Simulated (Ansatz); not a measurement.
# In3Se: a line through an energy map, part 2 of 2

Aim: follow the energy of In3Se (Pm-3m, No. 221; 4 atoms in the cell) along one coordinate, volume per atom, with the other held at c/a of the conventional cell = 0.923.

Ansatz 0.2.0; DFT PBE+D3(BJ), scalar-relativistic, plane waves, PAW. The steps go on from the part before.

## Step 10: Grid point (27.01 Å³, 0.923)

The input, input.yaml:

```yaml
crystal:
  lattice:
    - [4.8915921392, 0.0, 0.0]
    - [0.0, 4.8915921392, 0.0]
    - [0.0, 0.0, 4.5149395445]
  atoms:
    - { symbol: In, position: [0.0, 0.5, 0.5] }
    - { symbol: In, position: [0.5, 0.0, 0.5] }
    - { symbol: In, position: [0.5, 0.5, 0.0] }
    - { symbol: Se, position: [0.0, 0.0, 0.0] }
basis:
  ecutwfc: 420
kpoints:
  mp_grid: { grid: [10, 10, 10] }
hamiltonian:
  xc: pbe
  pseudopotentials: { kind: paw, azcp: { folder: soft_1 } }
  dispersion: d3bj
scf:
  occupations: { method: gaussian, width: 0.15 }
output:
  forces: true
  stress: true
  eigenvalues: true
  write_density: true
  write_potential: true
  elf: true
  volumetric_format: npy
```

Started as:

```sh
$ ansatz run input.yaml --threads 2 --pin off --max-ram 4096MiB --backend cpu --events-out ev --progress --plain --runs-dir out
```

Log:

```text
[... 34 lines left out ...]
SCF 1 converged in 9 iterations: F = -22264.634426 eV  dr2 = 7.88e-8
SCF converged after 9 iterations
Free energy (F): -22264.634426 eV
Harris-Foulkes:  -22264.634426 eV  (|F-HF|=3.42e-8)
Internal energy: -22264.619366 eV  (E = F + TS)
E sigma→0 (E₀):  -22264.626896 eV
Entropy (-TS):   -0.015060 eV (-3.765 meV/atom)
Fermi energy:    9.194800 eV
--- Per-component energies (eV) ---
  E_band       = -475.681612
  E_kinetic    = 755.021832
  E_local      = -5740.274323  (includes V_loc(G=0)·N_el)
  E_nonlocal   = 626.062351
  E_hartree    = 2622.528735
  E_xc         = -516.586301
  E_vxc        = -360.796609  (∫ρ·V_xc dr)
  E_paw        = -14745.847389  (= ΣΔE_a)
  E_vpaw       = -1000.748655  (= ΣTr[D̂ρ^β])
  E_aug_tail   = 0.000057  (compensation charges beyond the density's cutoff)
  E_ewald      = -5264.216407
  E_disp       = -1.307922  (pairwise vdW)
  E_smearing   = -0.015060  (= −TS)
  E_closure    = -0.000000  (closes the sum)
  Σ components = -22264.634426   (vs F -22264.634426, Δ=0.00e0)
--- Forces (eV/Å), atoms counted from 1 ---
  atom   1  In     0.00000000     0.00000000     0.00000000
  atom   2  In     0.00000000     0.00000000     0.00000000
  atom   3  In     0.00000000     0.00000000     0.00000000
  atom   4  Se    -0.00000000     0.00000000     0.00000000
  max |Σ_I F_I| component: 1.00e-28 eV/Å
--- Stress (GPa, compression-positive) ---
       -1.607939       0.000000       0.000000
        0.000000      -1.607939       0.000000
        0.000000       0.000000      -1.062749
  P = ⅓ Tr σ = -1.4262 GPa (-14.262 kbar)
--- Band table (eV; the first three rows and the last of 126) ---
  k-point 0: bands = ["-38.3756", "-38.3754", "-38.3686", "-38.3686", "-38.3659", "-5.5996", "-5.5996", "-5.5882", "-5.5362", "-5.4889", "-5.4111", "-5.3291", "-5.2901", "-5.2901", "-5.2343", "-5.2253", "-5.1765", "-5.1447", "-5.1146", "-5.1146", "-3.6187", "2.0128", "5.7206", "5.7206", "6.2621", "6.6333", "7.5211", "10.2326", "10.2326", "10.5878", "13.5638", "13.5638", "13.6812"]
  k-point 1: bands = ["-38.3756", "-38.3754", "-38.3686", "-38.3686", "-38.3659", "-5.5896", "-5.5896", "-5.5774", "-5.5329", "-5.4824", "-5.4094", "-5.3324", "-5.2915", "-5.2915", "-5.2337", "-5.2311", "-5.1814", "-5.1447", "-5.1278", "-5.1278", "-3.5979", "2.0041", "5.7670", "5.7899", "5.7899", "6.6847", "8.0343", "10.2125", "10.2125", "10.4696", "13.1279", "13.2069", "13.2069"]
  k-point 2: bands = ["-38.3756", "-38.3754", "-38.3686", "-38.3686", "-38.3659", "-5.5603", "-5.5603", "-5.5468", "-5.5237", "-5.4643", "-5.4047", "-5.3414", "-5.2955", "-5.2955", "-5.2491", "-5.2321", "-5.1951", "-5.1649", "-5.1649", "-5.1446", "-3.5411", "1.9714", "5.0756", "5.9889", "5.9889", "6.8325", "8.5262", "10.0858", "10.0858", "10.5699", "12.1426", "12.6717", "12.6717"]
  k-point 125: bands = ["-38.3756", "-38.3754", "-38.3686", "-38.3686", "-38.3659", "-5.5847", "-5.5166", "-5.5166", "-5.5123", "-5.4449", "-5.4057", "-5.4057", "-5.3135", "-5.2798", "-5.2604", "-5.2495", "-5.2495", "-5.1676", "-5.1676", "-5.1479", "-2.9757", "4.8862", "4.9145", "4.9145", "4.9180", "5.0045", "5.0045", "5.9600", "11.9782", "11.9782", "12.9162", "16.6874", "17.1030"]
```

It took 8.4 s on 2 threads of Intel Xeon 6975P-C (Granite Rapids), shared host; peak memory 0.64 GiB.

Density in a lattice plane of the grid's cell (edges 4.89 and 4.51 Å, at 0.000 of the third edge), which holds In and Se.

Ten even steps from ' ' (0.04 e/Å³) to '@' (64.62 e/Å³):
```
++--                                          --
..                                              
                                                
                                                
                                                
                                                
                                                
                      ......                    
                      ......                    
                      ......                    
                                                
                                                
                                                
                                                
                                                
..                                              
++--                                          --
@@**..                                      ..**
```
Columns run along the first of these edges and rows up along the second, over one cell in 24 and 18 even steps from the bottom left corner. Atoms in the plane (fractional): In at (0.50, 0.50), Se at (0.00, 0.00).

ELF in the same plane.

Ten even steps from ' ' (0.01) to '@' (0.78):
```
::--**@@@@@@%%**--....      ....--**%%@@@@@@**--
**##%%@@@@@@##==::..............::==##@@@@@@%%##
@@@@@@@@@@%%++--::..::::::::::..::--++%%@@@@@@@@
@@@@@@@@##++--::::::::------::::::::--++##@@@@@@
%%%%##**==--::::::::----------::::::::--==**##%%
++++==--::::::::------------------::::::::--==++
::::......::::------::..  ..::------::::......::
      ....::::----::          ::----::::....    
        ..::------::          ::------::..      
      ....::::----::          ::----::::....    
::::......::::------::..  ..::------::::......::
++++==--::::::::------------------::::::::--==++
%%%%##**==--::::::::----------::::::::--==**##%%
@@@@@@@@##++--::::::::------::::::::--++##@@@@@@
@@@@@@@@@@%%++--::..::::::::::..::--++%%@@@@@@@@
**##%%@@@@@@##==::..............::==##@@@@@@%%##
::--**@@@@@@%%**--....      ....--**%%@@@@@@**--
  ..==%%@@@@%%**--..          ..--**%%@@@@%%==..
```
Columns run along the first of these edges and rows up along the second, over one cell in 24 and 18 even steps from the bottom left corner. Atoms in the plane (fractional): In at (0.50, 0.50), Se at (0.00, 0.00).

Both are smooth fields of the valence electrons: close to the nuclei they are not physical.

Outside the cores ELF peaks at 0.79 in the shell around Se, 0.9 Å from Se.

On the map this point reads 6.0 meV/atom.

## Step 11: The run at (27.53 Å³, 0.923)

input.yaml, as its differences from that of step 10:

```diff
@@ -2,5 +2,5 @@
   lattice:
-    - [4.8915921392, 0.0, 0.0]
-    - [0.0, 4.8915921392, 0.0]
-    - [0.0, 0.0, 4.5149395445]
+    - [4.9227266899, 0.0, 0.0]
+    - [0.0, 4.9227266899, 0.0]
+    - [0.0, 0.0, 4.5436767348]
   atoms:
@@ -24,5 +24 @@
   eigenvalues: true
-  write_density: true
-  write_potential: true
-  elf: true
-  volumetric_format: npy
```

Started as:

```sh
$ ansatz run input.yaml --threads 2 --pin off --max-ram 4096MiB --backend cpu --events-out ev --progress --plain --runs-dir out
```

Log, cut to the lines that bear on the results:

```text
Warning: RAYON_NUM_THREADS=2 ignored (pool sized by the plan → 2); use --threads N
[...]
[... 4 set-up lines as earlier in the session ...]
[...]
Crystal: 4 atoms, lattice volume = 110.108 Å³
Basis set: ecut = 420 eV, 2147 PW (Γ), exchange–correlation on 72×72×64 points (8 copies of the dense FFT grid, shifted against one another)
Bands: 33, of which v1, the nominal top of the filled ones, is band 28 counted from 1 (27 counted from 0)
[... 1 set-up line as earlier in the session ...]
Space group: P4/mmm (ITA 123), of the structure as read, at distance tolerance 4.8e-5 Å
k-points: 126 of 1000
[...]
SCF iter   1: F=—  HF=-22265.869379 eV  |F-HF|=—  |Δ(HF+E_count)|=         —  Δρ=4.16e-2  dr2=5.40e0  ethr=3.10e-3  ⟨swp⟩=6.8  Hψ=16724  notcnv=0
[...]
SCF iter   9: F=-22264.612042 eV  HF=-22264.612042 eV  |F-HF|=3.50e-8  |Δ(HF+E_count)|=   4.09e-7  Δρ=6.42e-6  dr2=8.65e-8  ethr=1.82e-10  ⟨swp⟩=7.2  Hψ=20240  notcnv=0
[...]
SCF converged after 9 iterations
Free energy (F): -22264.612042 eV
[...]
E sigma→0 (E₀):  -22264.604513 eV
Entropy (-TS):   -0.015057 eV (-3.764 meV/atom)
Fermi energy:    8.938896 eV
[...]
--- Forces (eV/Å), atoms counted from 1 ---
  atom   1  In     0.00000000     0.00000000     0.00000000
  atom   2  In     0.00000000    -0.00000000     0.00000000
  atom   3  In     0.00000000     0.00000000     0.00000000
  atom   4  Se    -0.00000000     0.00000000     0.00000000
[...]
--- Stress (GPa, compression-positive) ---
       -2.204164       0.000000       0.000000
        0.000000      -2.204164       0.000000
        0.000000       0.000000      -1.642649
  P = ⅓ Tr σ = -2.0170 GPa (-20.170 kbar)
--- Band table (eV; the first three rows and the last of 126) ---
[...]
```

It took 6.4 s on 2 threads of Intel Xeon 6975P-C (Granite Rapids), shared host; peak memory 0.65 GiB.

Energy on the map's scale: 11.6 meV/atom.

## Step 12: Grid point (28.05 Å³, 0.923)

input.yaml, as its differences from that of step 11:

```diff
@@ -2,5 +2,5 @@
   lattice:
-    - [4.9227266899, 0.0, 0.0]
-    - [0.0, 4.9227266899, 0.0]
-    - [0.0, 0.0, 4.5436767348]
+    - [4.9535311868, 0.0, 0.0]
+    - [0.0, 4.9535311868, 0.0]
+    - [0.0, 0.0, 4.5721092854]
   atoms:
```

Started as:

```sh
$ ansatz run input.yaml --threads 2 --pin off --max-ram 4096MiB --backend cpu --events-out ev --progress --plain --runs-dir out
```

Log, cut to the lines that bear on the results:

```text
[...]
SCF converged after 9 iterations
Free energy (F): -22264.582383 eV
[...]
E sigma→0 (E₀):  -22264.574849 eV
Entropy (-TS):   -0.015070 eV (-3.767 meV/atom)
Fermi energy:    8.692347 eV
[...]
--- Forces (eV/Å), atoms counted from 1 ---
  atom   1  In     0.00000000     0.00000000     0.00000000
  atom   2  In     0.00000000     0.00000000     0.00000000
  atom   3  In     0.00000000     0.00000000     0.00000000
  atom   4  Se    -0.00000000     0.00000000     0.00000000
[...]
--- Stress (GPa, compression-positive) ---
       -2.734015       0.000000       0.000000
        0.000000      -2.734015       0.000000
        0.000000       0.000000      -2.159037
  P = ⅓ Tr σ = -2.5424 GPa (-25.424 kbar)
--- Band table (eV; the first three rows and the last of 126) ---
[...]
```

It took 6.6 s on 2 threads of Intel Xeon 6975P-C (Granite Rapids), shared host; peak memory 0.67 GiB.

Energy on the map's scale: 19.0 meV/atom.

## Step 13: The line in numbers

The summary covers parts 1 to 2.

| volume per atom (Å³) | step | energy (meV/atom) | slope (meV/atom per Å³) | pressure (GPa) |
| --- | --- | --- | --- | --- |
| 23.89 | 3 | 25.2 | −25.2 | 4.0 |
| 24.41 | 4 | 14.1 | −17.7 | 2.8 |
| 24.93 | 5 | 6.7 | −11.1 | 1.8 |
| 25.45 | 6 | 2.5 | −5.2 | 0.8 |
| 25.97 | 7 | 1.2 | 0.1 | 0.0 |
| 26.49 | 8 | 2.5 | 4.8 | −0.8 |
| 27.01 | 10 | 6.0 | 8.9 | −1.4 |
| 27.53 | 11 | 11.6 | 12.6 | −2.0 |
| 28.05 | 12 | 19.0 | 15.9 | −2.5 |

Energies count from the relaxed crystal. Slopes come from the forces (and the stress, where the cell changes), not from differences of energies.

| run | outcome |
| --- | --- |
| step 9, run with mp_grid.grid [3, 3, 3], ecutwfc left out (against step 8) | +43.7 meV/atom; the pressure goes from -0.8 to -0.1 GPa |

**Reading.** Of the points computed the energy is lowest at 25.97 Å³, 1.2 meV/atom from the zero. A fit to energies and slopes at the lowest point and its two neighbours puts the minimum at 25.962 Å³, with a curvature of about 9.6 meV/atom per (Å³)². V·d²E/dV² there is about 40 GPa, a bulk modulus under this line's constraint. The highest point computed, at 23.89 Å³, lies 24.1 meV/atom above the lowest. This is one cut through a surface in two coordinates; the map's lowest point lies off it. The final runs have no spin polarisation, so a magnetic state may lie lower.
